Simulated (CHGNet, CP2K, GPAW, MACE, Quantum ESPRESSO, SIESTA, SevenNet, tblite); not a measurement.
## Generalised stacking fault on (110) of BePd (80 atoms) in tblite

Wanted: tblite inputs and outputs for generalised stacking fault on (110) of BePd (80 atoms), checked against a plane-wave reference.

Calculated with tblite 0.8.0; the method is named at each step.

**1. Set-up**

The cell holds 80 atoms: 40 Be and 40 Pd. Cell: a = 5.626 Å, b = 7.956 Å, c = 20.002 Å, α = 90.0°, β = 83.9°, γ = 90.0°. It derives from BePd (CsCl-type). CsCl-type BePd (a = 2.813 Å), cell with z along [110], 2 x 2 x 5 periods; the third cell vector is tilted by 0.750 of [001] and lengthened by 0 Å, so the cell holds one fault; displaced by a Gaussian of 0.01 Å. Then every atom was moved at random, 0.03 Å r.m.s. a Cartesian component. The structure's axis is c.

The yardstick, on the same geometry:

```
method                 : Kohn-Sham DFT, PBE, SSSP efficiency 1.3.0 pseudopotentials, plane waves (Quantum ESPRESSO 7.5); sssp-pbe-1.3.0-efficiency, cutoffs 55/440 Ry, Γ point
r.m.s. force component : 0.3677 eV/Å
longest force          : 1.658 eV/Å
pressure               : 7.469 GPa
time                   : 2.5 min on 4 MPI ranks of Arm Neoverse V1, shared host
CPU time               : 9.9 min
```

**2. GFN1-xTB**

Method: GFN1-xTB tight binding, diagonalisation.

run.py

```python
import numpy as np
from ase.io import read
from tblite.ase import TBLite

atoms = read("structure.xyz")
atoms.calc = TBLite(method="GFN1-xTB", electronic_temperature=580, accuracy=1.0, max_iterations=250, mixer_damping=0.1, verbosity=1)
energy = atoms.get_potential_energy()
forces = atoms.get_forces()
print(f"energy {energy:.6f} eV")
print("forces (eV/A)")
for i, (a, f) in enumerate(zip(atoms, forces)):
    print(f"{i:4d} {a.symbol:2s} {f[0]:10.5f} {f[1]:10.5f} {f[2]:10.5f}")
stress = -atoms.get_stress(voigt=False) * 160.21766
print("stress (GPa, compression positive)")
for row in stress:
    print(" ".join(f"{x:10.4f}" for x in row))
print("charges (e)")
print(np.array2string(atoms.get_charges(), precision=4, suppress_small=True, max_line_width=110, threshold=100000))
```

structure.xyz

```xyz
80
Lattice="5.62600 0.00000 0.00000 0.00000 7.95637 0.00000 2.10975 0.00000 19.89091" Properties=species:S:1:pos:R:3 pbc="T T T"
Be 5.58505 7.94690 19.87559
Pd 1.38902 7.93656 1.96065
Be 0.67628 0.01878 0.02526
Pd 4.27701 0.00947 1.99824
Be 5.54807 3.99211 19.87122
Pd 1.43739 3.98200 2.01037
Be 2.77636 3.98781 19.86744
Pd 4.20584 4.03730 2.03265
Be 5.59144 1.99132 1.97616
Pd 1.37122 1.99776 3.92249
Be 2.80173 1.95743 1.99207
Pd 4.20538 2.05624 3.98455
Be 5.66657 7.93513 3.92627
Pd 1.38495 0.01520 5.98259
Be 2.74403 0.00501 4.00106
Pd 4.19636 0.00676 5.91615
Be 5.56964 5.95773 2.04121
Pd 1.46538 5.95749 3.96844
Be 2.78953 5.95964 1.95448
Pd 4.18855 5.96338 3.93462
Be 5.63345 4.01558 3.95610
Pd 1.40130 4.02576 5.96329
Be 2.79331 3.94938 4.02751
Pd 4.20848 3.96848 5.95514
Be 5.67989 2.00516 5.93326
Pd 1.39158 2.00453 7.93130
Be 2.83259 1.99952 5.98279
Pd 4.20411 1.97827 7.91996
Be 5.65745 7.92733 7.92772
Pd 1.41861 7.92446 9.91641
Be 2.79476 7.93743 7.97427
Pd 4.19288 7.94634 9.95281
Be 5.56999 5.96600 5.97921
Pd 1.36412 6.03029 8.00927
Be 2.84748 6.02369 5.99214
Pd 4.24347 5.96791 7.94363
Be 5.63492 3.99609 7.95716
Pd 1.36049 3.94556 9.91741
Be 2.82233 3.97429 7.91221
Pd 4.19580 4.00540 9.91721
Be 5.63016 2.01567 9.88916
Pd 1.39599 1.94883 11.91286
Be 2.81275 1.98376 9.95003
Pd 4.24184 1.97000 11.90431
Be 5.60472 0.04201 11.98268
Pd 7.05038 0.01647 13.88962
Be 2.83178 0.00406 11.93236
Pd 4.23499 7.95613 13.91270
Be 5.58362 5.94007 9.91880
Pd 1.40134 5.97484 11.93892
Be 2.83761 5.93227 9.97430
Pd 4.16854 5.98367 11.95006
Be 5.62999 3.97421 11.91963
Pd 7.03884 3.98909 13.90335
Be 2.81557 3.94819 11.92639
Pd 4.24082 3.97230 13.96819
[... 20 atom lines left out ...]
Be 5.64837 6.00173 17.89207
Pd 4.95892 5.92057 0.02486
Be 2.81308 6.01732 17.91534
Pd 2.10692 5.92941 0.00676
```

Started as:

```console
$ OMP_NUM_THREADS=1 python run.py > output.txt
```

The log of the run:

```text
------------------------------------------------------------
  cycle        total energy    energy error   density error
------------------------------------------------------------
      1     -207.7075579292  -2.0730801E+02   1.2822567E+00
      2     -206.8439145187   8.6364341E-01   1.1460996E+00
      3      1728.734291359   1.9355782E+03   2.3177078E+00
      4      728.7849618173  -9.9994933E+02   1.7507682E+00
      5      710.0431279708  -1.8741834E+01   1.7281447E+00
      6      91.99034228661  -6.1805279E+02   1.0921594E+00
      7     -58.27397611246  -1.5026432E+02   8.6897757E-01
      8     -97.32324279082  -3.9049267E+01   6.3250168E-01
      9     -191.8049346749  -9.4481692E+01   4.2228912E-01
     10     -197.1731268352  -5.3681922E+00   3.6609475E-01
     11     -159.3741691150   3.7798958E+01   4.6939733E-01
     12     -197.5727423906  -3.8198573E+01   3.4959121E-01
     13     -204.5264514165  -6.9537090E+00   2.9753370E-01
     14     -207.0312277646  -2.5047763E+00   2.8316587E-01
     15     -205.8406840503   1.1905437E+00   2.5693469E-01
     16     -207.1040017686  -1.2633177E+00   2.4790004E-01
     17     -204.5245305381   2.5794712E+00   2.4092361E-01
     18     -207.3054129390  -2.7808824E+00   2.0831063E-01
     19     -206.9087178791   3.9669506E-01   1.8469999E-01
     20     -207.3906952411  -4.8197736E-01   1.6955561E-01
     21     -207.7879971138  -3.9730187E-01   1.5301948E-01
     22     -207.9039844392  -1.1598733E-01   1.4541582E-01
     23     -208.4441264363  -5.4014200E-01   1.0652061E-01
     24     -208.8216930687  -3.7756663E-01   4.9584493E-02
[...]
42     -208.9717927284  -1.7145161E-04   1.0355894E-03
     43     -208.9718355575  -4.2829081E-05   6.1522299E-04
     44     -208.9718398822  -4.3247545E-06   4.0592784E-04
     45     -208.9718479816  -8.0993883E-06   2.5653363E-04
     46     -208.9718507023  -2.7206906E-06   1.9993757E-04
     47     -208.9718520401  -1.3378106E-06   9.4911165E-05
     48     -208.9718522199  -1.7981250E-07   6.1128683E-05
     49     -208.9718523033  -8.3365478E-08   1.4474646E-05
------------------------------------------------------------
 total:                                   7.943 sec
energy -5686.413741 eV
forces (eV/A)
   0 Be   -0.31350   -0.07125   -1.14645
   1 Pd    0.69697   -0.14439    1.40361
   2 Be   -0.93190   -0.07632   -2.25563
   3 Pd   -0.52722    0.18371    0.48247
   4 Be   -0.05328   -0.20626   -0.98050
   5 Pd   -0.28886   -0.28441   -0.06516
   6 Be   -0.24305   -0.23196   -1.05241
   7 Pd    0.01210   -0.39838   -0.07185
   8 Be    0.54676    0.13831    1.49693
   9 Pd    0.12619   -0.23980    0.16839
  10 Be    0.56079    0.04438    1.19488
  11 Pd    0.02172   -0.31159    0.03639
  12 Be   -0.14366    0.04970    0.35898
  13 Pd    0.09305    0.00800   -0.11729
  14 Be    0.29457    0.12896    0.01995
  15 Pd    0.14278    0.08538    0.00965
  16 Be    0.85665    0.09129    1.65200
  17 Pd   -0.40536    0.10348    0.31980
  18 Be    0.86512    0.26594    2.23273
  19 Pd    0.14852    0.29779    0.39588
  20 Be    0.04216   -0.02860    0.22590
  21 Pd    0.00751    0.15937    0.13690
  22 Be    0.00132    0.08423    0.09020
  23 Pd    0.12332    0.05235    0.15858
[...]
72 Be    0.10926   -0.16761   -0.35370
  73 Pd   -0.27233    0.13419   -0.68259
  74 Be   -0.04086   -0.16492   -0.09992
  75 Pd    0.03206    0.18873   -0.29794
  76 Be   -0.16378   -0.09515   -0.04104
  77 Pd   -0.43142    0.24011   -1.03707
  78 Be   -0.12881   -0.42620   -0.21612
  79 Pd   -0.18679    0.13687   -1.60244
stress (GPa, compression positive)
   38.2895    -0.0231     1.2001
   -0.0231    11.6784     0.2046
    1.2001     0.2046    16.6749
charges (e)
[ 0.3968 -0.4016  0.4181 -0.4037  0.4013 -0.3896  0.4064 -0.389   0.4025 -0.4124  0.4022 -0.4033  0.3983
 -0.4078  0.398  -0.407   0.4084 -0.4053  0.4159 -0.3961  0.4022 -0.411   0.4164 -0.3968  0.4053 -0.3949
  0.3978 -0.3963  0.3982 -0.3767  0.3964 -0.3866  0.3956 -0.3916  0.3944 -0.4057  0.393  -0.4024  0.3911
 -0.4033  0.3975 -0.3979  0.3929 -0.4024  0.4049 -0.3936  0.3988 -0.3986  0.3992 -0.3956  0.3973 -0.398
  0.3917 -0.3956  0.3811 -0.3971  0.3957 -0.4055  0.3942 -0.4062  0.3876 -0.4187  0.4013 -0.4131  0.3937
 -0.3912  0.3998 -0.3935  0.4073 -0.4078  0.4103 -0.4036  0.3925 -0.4045  0.4029 -0.3971  0.3951 -0.3965
  0.411  -0.3951]
```

The job ended after 8.5 s (1 thread of Arm Neoverse V1, shared host; peak memory 0.15 GiB).

Banners, paths, timers and routine set-up lines are dropped from the logs unmarked, and long logs keep their key lines alone; longer cuts are marked.

Against the reference:

```
r.m.s. force component                  : 0.4104 eV/Å
r.m.s. difference of force components   : 210.8 meV/Å
longest difference of force vectors     : 1132 meV/Å
force difference over r.m.s. force      : 57.33 %
slope of forces against the reference's : 0.9584
correlation of force components         : 0.8588
pressure                                : 22.21 GPa
pressure difference                     : 14.75 GPa
```

Length of the force difference by element (eV/Å):

```
element  atoms  mean  most
     Be     40  0.20  0.85
     Pd     40  0.34   1.1
```

A closer look about Be3, which bears the longest force: 15 atoms, nearest first, numbered in the order of the input, with positions taken from that point.

| atom | x | y | z | distance (Å) | bonds | Mulliken charge (e) | Fx | Fy | Fz (eV/Å) |
| --- | --- | --- | --- | --- | --- | --- | --- | --- | --- |
| Be3 | 0.00 | 0.00 | 0.00 | 0.00 | 13 | 0.42 | -0.93 | -0.08 | -2.26 |
| Pd2 | 0.71 | -0.04 | 1.94 | 2.06 | 13 | -0.40 | 0.70 | -0.14 | 1.40 |
| Pd64 | 1.33 | -0.06 | -1.95 | 2.36 | 14 | -0.41 | 0.69 | 0.33 | -0.34 |
| Pd74 | -1.40 | 1.96 | -0.06 | 2.41 | 13 | -0.40 | -0.27 | 0.13 | -0.68 |
| Pd76 | 1.40 | 1.97 | -0.06 | 2.42 | 13 | -0.40 | 0.03 | 0.19 | -0.30 |
| Pd62 | -1.35 | -0.06 | -2.04 | 2.45 | 14 | -0.42 | -0.56 | 0.35 | -0.22 |
| Pd78 | -1.34 | -2.05 | 0.00 | 2.45 | 13 | -0.40 | -0.43 | 0.24 | -1.04 |
| Pd80 | 1.43 | -2.05 | -0.02 | 2.50 | 13 | -0.40 | -0.19 | 0.14 | -1.60 |
| Be1 | 2.80 | -0.03 | -0.04 | 2.80 | 13 | 0.40 | -0.31 | -0.07 | -1.15 |
| Be79 | 0.03 | -1.96 | -2.00 | 2.80 | 14 | 0.41 | -0.13 | -0.43 | -0.22 |
| Be1 | -2.83 | -0.03 | -0.04 | 2.83 | 13 | 0.40 | -0.31 | -0.07 | -1.15 |
| Pd4 | -2.03 | -0.01 | 1.97 | 2.83 | 13 | -0.40 | -0.53 | 0.18 | 0.48 |
| Be9 | -0.71 | 1.97 | 1.95 | 2.86 | 13 | 0.40 | 0.55 | 0.14 | 1.50 |
| Be75 | 0.01 | 2.01 | -2.06 | 2.88 | 14 | 0.40 | -0.04 | -0.16 | -0.10 |
| Be17 | -0.73 | -2.02 | 2.02 | 2.94 | 13 | 0.41 | 0.86 | 0.09 | 1.65 |

Atoms are counted from 1 here, from 0 in the log.

Forces lie 57 % from the reference's, at 0.014 times its CPU time (on 1 against 4 cores).

**3. Outcome**

```json
{
 "force difference from the reference": "tblite GFN1-xTB, 57 %",
 "its CPU time": "8.5 s"
}
```

What this shows: Tight binding differs by 57 % (tblite GFN1-xTB); it is another model, with fitted parameters of its own, and the xTB methods hold dispersion. One electronic-structure run takes under half the reference's CPU time: tblite GFN1-xTB, at 57 % in 8.5 s against 9.9 min; its pressure misses by +14.7 GPa. Periodic xTB results under one method name differ between programs and library versions. The reference's pressure holds the uncorrected Pulay stress of its 55 Ry basis, so small pressure differences, and their order, may be the reference's own error. The cell is under 6 Å thick along one periodic direction, so every atom has periodic images of itself close by, which move with it and show among its neighbours and in g(r). The reference's stress is far from hydrostatic: its diagonal is 16.6, 0.5, 5.3 GPa, compression counted positive. The host structure and its lattice constant were typed by rule, without a check against the phase diagram. The reference's pressure of 7.5 GPa says that the cell would expand at this level of theory. The electronic-structure runs sample only Γ, in a cell whose shortest periodic width is 6 Å, which is coarse for a cell with partly filled levels.

[Also dropped from logs without a mark: logging warnings of Python, and SIESTA's first energy breakdown and zero terms.]

[Logs are printed without paths, hosts, clocks, repeated set-up lines and the standing remarks that a program may print on its own settings, such as how far it seeks lower states.]

[Hosts, paths, dates, database ids (printed as entryN), source tags and the programs' standing remarks are cut or masked in the printed files.]
